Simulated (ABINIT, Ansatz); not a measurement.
**GaAs (F-43m): Raman and infrared activity**

Wanted: vibrational spectra of GaAs (F-43m) from linear and non-linear response.

Program: ABINIT 10.8.3. Level of theory: DFT LDA, scalar-relativistic, plane waves, HGH norm-conserving pseudopotentials. Results are calculated unless marked as measured.

Most raw output is cut from this account.

## Step 1: Starting point

Symmetry: F-43m, No. 216, cubic system. Conventional cell: a = 5.602 Å, b = 5.602 Å, c = 5.602 Å, α = 90.00°, β = 90.00°, γ = 90.00°. Ga has 4 As at 2.43 Å nearest. As has 4 Ga at 2.43 Å nearest. Farther neighbours are not listed.

As a file:

```cif
data_structure
_symmetry_space_group_name_H-M 'F-43m'
_symmetry_Int_Tables_number 216
_cell_length_a 5.6015
_cell_length_b 5.6015
_cell_length_c 5.6015
_cell_angle_alpha 90.000
_cell_angle_beta 90.000
_cell_angle_gamma 90.000
_cell_volume 175.76
loop_
_atom_site_label
_atom_site_type_symbol
_atom_site_symmetry_multiplicity
_atom_site_Wyckoff_symbol
_atom_site_fract_x
_atom_site_fract_y
_atom_site_fract_z
_atom_site_occupancy
Ga1 Ga 4 a 0.00000 0.00000 0.00000 1
As1 As 4 d 0.25000 0.25000 0.75000 1
```

## Step 2: Relaxing the cell and atoms

The harmonic expansion starts where the forces on the atoms vanish, and stress shifts the frequencies, so cell and atoms are relaxed with tight thresholds.

The starting cell comes from a relaxation made beforehand in Ansatz (LDA, PseudoDojo NC).

relax.abi reads:

```
# relaxation
ionmov 2
optcell 2
dilatmx 1.08
ntime 40
tolmxf 1.0d-05
tolvrs 1.0d-14
prtwf 0
prtden 0
chksymtnons 0

# basis, mesh and filling
ecut 20.0
ecutsm 0.5
ixc 7
ngkpt 10 10 10
nshiftk 1
shiftk 0.0 0.0 0.0
istwfk *1
occopt 1
nband 4
nstep 100
diemac 9.0
prtebands 0
prtgsr 0

# cell and atoms
acell 7.484966346 7.484966346 7.484966346
rprim 
    0.0 0.7071067812 0.7071067812
    0.7071067812 0.0 0.7071067812
    0.7071067812 0.7071067812 0.0
ntypat 2
znucl 31 33
natom 2
typat 1 2
xred 
    0.0 0.0 0.0
    0.25 0.25 0.25
pp_dirpath "./pseudo"
pseudos "Ga.hgh, As.hgh"
```

The run is started by

```
$ OMP_NUM_THREADS=1 mpirun -n 8 abinit relax.abi > relax.log
```

It took 12 s on 8 MPI ranks of Arm Neoverse N1, shared host.

The steps of the relaxation:

| step | energy less that of the first step (eV) | largest force (eV/Å) | volume (Å³) |
| --- | --- | --- | --- |
| 1 | 0.0000 | 0.0000 | 43.94 |
| 2 | -0.0058 | 0.0000 | 43.57 |
| 3 | -0.0153 | 0.0000 | 42.14 |
| 4 | -0.0153 | 0.0000 | 42.23 |
| 5 | -0.0153 | 0.0000 | 42.23 |

| conventional cell, symmetrised | before | after | change |
| --- | --- | --- | --- |
| a (Å) | 5.602 | 5.528 | -1.3 % |
| b (Å) | 5.602 | 5.528 | -1.3 % |
| c (Å) | 5.602 | 5.528 | -1.3 % |
| volume (Å³/atom) | 21.97 | 21.11 | -3.9 % |

Final coordinates:

```xyz
2
Lattice="0.0000 2.7639 2.7639 2.7639 0.0000 2.7639 2.7639 2.7639 0.0000" Properties=species:S:1:pos:R:3 pbc="T T T"
Ga    0.0000    0.0000    0.0000
As    1.3820    1.3820    1.3820
```

Numbers from this step:

| Quantity | Value |
| --- | --- |
| volume per atom | 21.11 Å³ |
| pressure | -4.83e-5 GPa |

The volume changes by -3.9 % from the cell with which this run began.

## Step 3: Self-consistent run for the response

The response is built on these wavefunctions, so the potential is converged far more tightly than an energy would need. ecutsm is kept as in the relaxation, so that the cell stays at rest.

gs.abi reads:

```
# ground state
tolvrs 1.0d-16
prtden 1
prtwf 1

# basis, mesh and filling
ecut 20.0
ecutsm 0.5
ixc 7
ngkpt 12 12 12
nshiftk 1
shiftk 0.0 0.0 0.0
istwfk *1
occopt 1
nband 4
nstep 100
diemac 9.0
prtebands 0
prtgsr 0

# cell and atoms
acell 7.386459036 7.386459036 7.386459036
rprim 
    0.0 0.7071067812 0.7071067812
    0.7071067812 0.0 0.7071067812
    0.7071067812 0.7071067812 0.0
ntypat 2
znucl 31 33
natom 2
typat 1 2
xred 
    0.0 0.0 0.0
    0.25 0.25 0.25
pp_dirpath "./pseudo"
pseudos "Ga.hgh, As.hgh"
```

The run is started by

```
$ OMP_NUM_THREADS=1 mpirun -n 8 abinit gs.abi > gs.log
```

It took 3.7 s on 8 MPI ranks; 29 s of CPU time.

Numbers from this step:

```
pressure : 0.007582 GPa
```

The cell stands at 0.0076 GPa, close enough for phonons.

## Step 4: The gap at rest

Empty bands on the ground state's density check that the gap assumed so far is there in this cell.

gap.abi reads:

```
# empty bands on the ground state's density
iscf -2
getden_filepath "gso_DEN"
tolwfr 1.0d-12
nbdbuf 2
prtwf 0

# basis, mesh and filling
ecut 20.0
ecutsm 0.5
ixc 7
ngkpt 12 12 12
nshiftk 1
shiftk 0.0 0.0 0.0
istwfk *1
occopt 1
nband 8
nstep 100
diemac 9.0
prtebands 0
prtgsr 0

# cell and atoms
acell 7.386459036 7.386459036 7.386459036
rprim 
    0.0 0.7071067812 0.7071067812
    0.7071067812 0.0 0.7071067812
    0.7071067812 0.7071067812 0.0
ntypat 2
znucl 31 33
natom 2
typat 1 2
xred 
    0.0 0.0 0.0
    0.25 0.25 0.25
pp_dirpath "./pseudo"
pseudos "Ga.hgh, As.hgh"
```

The run is started by

```
$ OMP_NUM_THREADS=1 mpirun -n 8 abinit gap.abi > gap.log
```

It took 2.7 s on 8 MPI ranks; 21 s of CPU time.

This step gave:

```yaml
gap_on_the_k_mesh: 1.027 eV
```

In this cell the gap on the mesh is 1.0 eV, direct, so fixed occupations hold.

## Step 5: Zone-centre response

The derivative of the wavefunctions by k comes first, since the response to a field is built on it; then the field and the displacements that symmetry doesn't supply are solved at q = 0. By the 2n+1 theorem the first-order wavefunctions also give third derivatives: Raman tensors and the non-linear susceptibility.

It reads the wavefunctions written in step 3.

dfpt_gamma.abi reads:

```
ndtset 3

# common to the responses
getwfk_filepath "gso_WFK"
kptopt 2
nqpt 1
qpt 0.0 0.0 0.0
asr 0
chneut 0

# d/dk
rfelfd1 2
rfdir1 1 1 1
iscf1 -3
tolwfr1 1.0d-20

# displacements, field
rfphon2 1
rfatpol2 1 2
rfdir2 1 1 1
rfelfd2 3
getddk2 1
tolvrs2 1.0d-10
prepanl2 1
prtden2 1

# third order
optdriver3 5
getden_filepath3 "gso_DEN"
get1den3 2
get1wf3 2
getddk3 1
d3e_pert1_elfd3 1
d3e_pert1_phon3 1
d3e_pert1_atpol3 1 2
d3e_pert1_dir3 1 1 1
d3e_pert2_elfd3 1
d3e_pert2_dir3 1 1 1
d3e_pert3_elfd3 1
d3e_pert3_dir3 1 1 1
usepead3 1
tolvrs3 1.0d-10

# basis, mesh and filling
ecut 20.0
ecutsm 0.5
ixc 7
ngkpt 12 12 12
nshiftk 1
shiftk 0.0 0.0 0.0
istwfk *1
occopt 1
nband 4
nstep 100
diemac 9.0
prtebands 0
prtgsr 0

# cell and atoms
acell 7.386459036 7.386459036 7.386459036
rprim 
    0.0 0.7071067812 0.7071067812
    0.7071067812 0.0 0.7071067812
    0.7071067812 0.7071067812 0.0
ntypat 2
znucl 31 33
natom 2
typat 1 2
xred 
    0.0 0.0 0.0
    0.25 0.25 0.25
pp_dirpath "./pseudo"
pseudos "Ga.hgh, As.hgh"
```

The run is started by

```
$ OMP_NUM_THREADS=1 mpirun -n 8 abinit dfpt_gamma.abi > dfpt_gamma.log
```

Wall time 5.3 min (8 MPI ranks); 42 min of CPU time.

Numbers from this step:

* miss of the charge sum rule: 0.02851 e
* largest acoustic frequency at the zone centre before the sum rule: -1.23 cm⁻¹
* highest optical zone-centre mode (no LO-TO term): 271.7 cm⁻¹
* lowest optical zone-centre mode: 271.7 cm⁻¹
* mean high-frequency dielectric constant: 12.79
* largest Born charge in size (third of the trace): 2.028 e

Born charge (rows field, columns displacement), before the sum rule (e), principal values of the symmetric part by kind of site:

| atom | atoms with these values | low | middle | high | mean |
| --- | --- | --- | --- | --- | --- |
| Ga1 | 1 | 2.00 | 2.00 | 2.00 | 2.00 |
| As2 | 1 | -2.03 | -2.03 | -2.03 | -2.03 |

In full for As2:

```
-2.03  0.00  0.00
 0.00 -2.03  0.00
 0.00  0.00 -2.03
```

High-frequency dielectric tensor:

```
12.79  0.00  0.00
 0.00 12.79  0.00
 0.00  0.00 12.79
```

The acoustic modes at Γ come out as far as 1.2 cm⁻¹ from zero, where they should vanish, a small numerical error; the Born charges miss their sum rule by 0.029 e, which is fair.

## Step 6: Zone-centre analysis

anaddb reads the merged derivatives, imposes the acoustic sum rule and charge neutrality, and adds the LO-TO term along chosen directions.

anaddb.abi reads:

```
ddb_filepath "gamma_DDB"
output_file "anaddb.abo"
outdata_prefix "anaddb"
asr 1
chneut 1
enunit 2
eivec 1
nph1l 1
qph1l 0.0 0.0 0.0 1.0
dieflag 1
nph2l 3
qph2l 
    1.0 0.0 0.0 0.0
    0.0 0.0 1.0 0.0
    1.0 1.0 1.0 0.0
nlflag 1
ramansr 1
alphon 1
prtmbm 1
```

mrgddb.in reads:

```
gamma_DDB
merged
3
dfpt_gammao_DS2_DDB
dfpt_gammao_DS3_DDB
gso_DDB
```

The run is started by

```
$ mrgddb < mrgddb.in > mrgddb.log
$ OMP_NUM_THREADS=1 anaddb anaddb.abi > anaddb.log
```

Wall time 1.1 s (1 thread).

This step gave:

- mean static dielectric constant: 14.56
- highest mode moved by the LO-TO term: 289.9 cm⁻¹

No LO-TO term; unit eigenvectors of the mass-weighted matrix, from anaddb's displacements. Modes at Γ, with each element's share of the kinetic energy:

| mode | frequency (cm⁻¹) | symmetry | Ga % | As % |
| --- | --- | --- | --- | --- |
| 1 | 0.0 | acoustic | 48 | 52 |
| 2 | 0.0 | acoustic | 48 | 52 |
| 3 | 0.0 | acoustic | 48 | 52 |
| 4 | 271.7 | T2 | 52 | 48 |
| 5 | 271.7 | T2 | 52 | 48 |
| 6 | 271.7 | T2 | 52 | 48 |

Displacements in mode 5 (271.7 cm⁻¹), the largest set to 1:
```
Ga1  0.00  1.00  0.00
As2  0.00 -0.93  0.00
```

Trace of the oscillator strength, degenerate modes summed. Lines of the infrared spectrum (strongest = 100):

| position (cm⁻¹) | lines merged | IR intensity, relative |
| --- | --- | --- |
| 272 | 3 | 100 |

From anaddb's Raman susceptibilities, degenerate modes summed; transverse modes, the longitudinal lines of polar modes are not listed. Raman lines, with heights relative to the strongest:

| position (cm⁻¹) | lines merged | Raman activity (Å⁴/amu), powder, relative |
| --- | --- | --- |
| 272 | 3 | 100 |

Static dielectric tensor (ions relaxed, fixed cell):

```
14.56  0.00  0.00
 0.00 14.56  0.00
 0.00  0.00 14.56
```

Non-linear optical d (pm/V). Tensor:

| field along | xx | yy | zz | yz | xz | xy |
| --- | --- | --- | --- | --- | --- | --- |
| x | 0 | 0 | 0 | 92.38 | 0 | 0 |
| y | 0 | 0 | 0 | 0 | 92.38 | 0 |
| z | 0 | 0 | 0 | 0 | 0 | 92.38 |

The rule moves no optical mode by more than 0.1 cm⁻¹.

## Step 7: Sum rules set otherwise (asr 0)

Without the rule the raw error of the acoustic modes shows.

Edit anaddb.abi of step 6 so:

```diff
@@ -3,4 +3,4 @@
 outdata_prefix "anaddb"
-asr 1
-chneut 1
+asr 0
+chneut 0
 enunit 2
```

mrgddb.in is that of step 6.

Elapsed: 1.1 s, on 1 thread.

Zone-centre frequencies as printed; negative means imaginary. Modes:

| mode | frequency (cm⁻¹) |
| --- | --- |
| 1 | -1.23 |
| 2 | -1.23 |
| 3 | -1.23 |
| 4 | 271.7 |
| 5 | 271.7 |
| 6 | 271.7 |

## Step 8: Cross-check with Ansatz

The same cell goes through another code, with its own cutoff. The potentials differ.

This step: DFT LDA, scalar-relativistic, plane waves, PseudoDojo norm-conserving pseudopotentials (Ansatz 0.2.0).

input.yaml reads:

```yaml
crystal:
  lattice:
    - [0.0, 2.7639006547, 2.7639006547]
    - [2.7639006547, 0.0, 2.7639006547]
    - [2.7639006547, 2.7639006547, 0.0]
  atoms:
    - { symbol: Ga, position: [0.0, 0.0, 0.0] }
    - { symbol: As, position: [0.25, 0.25, 0.25] }
kpoints:
  mp_grid: { grid: [12, 12, 12] }
hamiltonian:
  xc: lda
  pseudopotentials: { kind: nc, accuracy: standard }
scf:
  occupations: { method: fixed }
output:
  eigenvalues: true
phonons:
  method: dfpt
  dielectric: true
  rigid_motions: translations
  raman: true
```

The run is started by

```
$ ansatz run input.yaml --threads 8 --pin off --max-ram 16384MiB --backend cpu --events-out ev --progress --plain --runs-dir out
```

It took 7.9 min on 8 threads; peak memory 2.8 GiB; 62 min of CPU time.

Read from the output:

| Item | Value |
| --- | --- |
| gap on the k-mesh | 0.7967 eV |
| sum-rule residual before enforcement | 3.99e-4 eV/Å² |
| miss of the charge sum rule | 8.07e-4 e |
| estimated error of the dielectric tensor | 0.03828 |
| estimated error of the Born charges | 0.01603 e |
| highest optical zone-centre mode (no LO-TO term) | 282.3 cm⁻¹ |
| lowest optical zone-centre mode | 282.3 cm⁻¹ |
| mean high-frequency dielectric constant | 13.01 |
| largest Born charge in size (third of the trace) | 1.979 e |
| mean static dielectric constant | 14.59 |
| highest mode moved by the LO-TO term | 299.0 cm⁻¹ |

Transverse modes. Infrared lines, with heights relative to the strongest:

| position (cm⁻¹) | label | IR intensity ((D/Å)²/amu), degenerate modes summed, relative |
| --- | --- | --- |
| 282 | T2 | 100 |

Activity x (w_L - w)^4 (n + 1)/w, 532 nm, 300 K. Raman lines, with heights relative to the strongest:

| position (cm⁻¹) | label | Stokes intensity, strongest 100 |
| --- | --- | --- |
| 282 | T2 | 100 |

The log warns that the force constants on this k mesh are to be taken as unconverged.

## Step 9: The two compared: ABINIT HGH and Ansatz, PseudoDojo

Worked out from the results:

```
root-mean-square difference : 10.6 cm⁻¹
largest difference          : 10.6 cm⁻¹
```

Optical modes, paired by symmetry label. Frequencies side by side, by row:

| q (reciprocal lattice) | mode | ABINIT HGH (cm⁻¹) | Ansatz, PseudoDojo (cm⁻¹) |
| --- | --- | --- | --- |
| 0 0 0 | 4 | 271.7 | 282.3 |
| 0 0 0 | 5 | 271.7 | 282.3 |
| 0 0 0 | 6 | 271.7 | 282.3 |

The two runs side by side. Further quantities:

| quantity | ABINIT HGH | Ansatz, PseudoDojo |
| --- | --- | --- |
| mean ε∞ | 12.79 | 13.01 |
| largest Born charge in size (e; the first before, the second after the charge sum rule) | 2.028 | 1.979 |
| summed IR intensity ((D/Å)²/amu) | 7.771 | 7.507 |
| summed Raman activity (Å⁴/amu) | 1481 | 1321 |

At the zone centre the largest difference (acoustic modes at Γ apart) is 4 % of the highest mode; the summed Raman activity differs by 12 %.

## Step 10: Outcome

```
space group after relaxation                                           : F-43m
volume per atom                                                        : 21.1 Å³
highest optical zone-centre mode (no LO-TO term)                       : 271.7 cm⁻¹
highest mode moved by the LO-TO term                                   : 289.9 cm⁻¹
mean high-frequency dielectric constant                                : 12.8
largest Born charge in size (third of the trace)                       : 2.03 e
mean static dielectric constant                                        : 14.6
imaginary optical modes at the zone centre (no q mesh in this session) : none
largest difference from Ansatz, PseudoDojo                             : 10.6 cm⁻¹
```

**Reading.** The largest Raman activity of GaAs (F-43m) lies at 272 cm⁻¹ and the strongest infrared line at 272 cm⁻¹ (transverse modes). At the LDA level the optical modes of GaAs (F-43m) at the zone centre (no LO-TO term) lie at 272 cm⁻¹. Along the directions run, the highest mode that the macroscopic field moves lies at 290 cm⁻¹. Lattice motion raises the mean dielectric constant from 12.79 to 14.56. The Raman intensities rest on static tensors of the transverse modes; green light lies near or above this gap, where resonance changes them. The Born charge of Ga is 1.999 e against a formal charge of +3: moving the atom carries less polarisation than a rigid ion would, as is usual in tetrahedral, largely covalent crystals. The Lyddane-Sachs-Teller relation holds: (ωLO/ωTO)² is 1.14 and ε₀/ε∞ is 1.14. ABINIT HGH and Ansatz, PseudoDojo differ by 10.6 cm⁻¹ in the root mean square and by 10.6 cm⁻¹ at most, 3.9 % of the highest mode compared (acoustic modes at Γ left out); the two use different potentials, and the cell was not relaxed for the second set. These are harmonic frequencies at zero temperature: anharmonic shifts and linewidths and thermal expansion are left out. The HGH files keep few electrons and have no core correction, which is cheap but rough for As and Ga. Ansatz's log warns that force constants on this k mesh are to be taken as unconverged, an error that the frequencies of both programs share.

[Host names and launcher messages were left out of these logs when they were recorded.]

[Logs are printed without paths, hosts, clocks, repeated set-up lines and the standing remarks that a program may print on its own settings, such as how far it seeks lower states.]

[Hosts, paths, dates, database ids (printed as entryN), source tags and the programs' standing remarks are cut or masked in the printed files.]
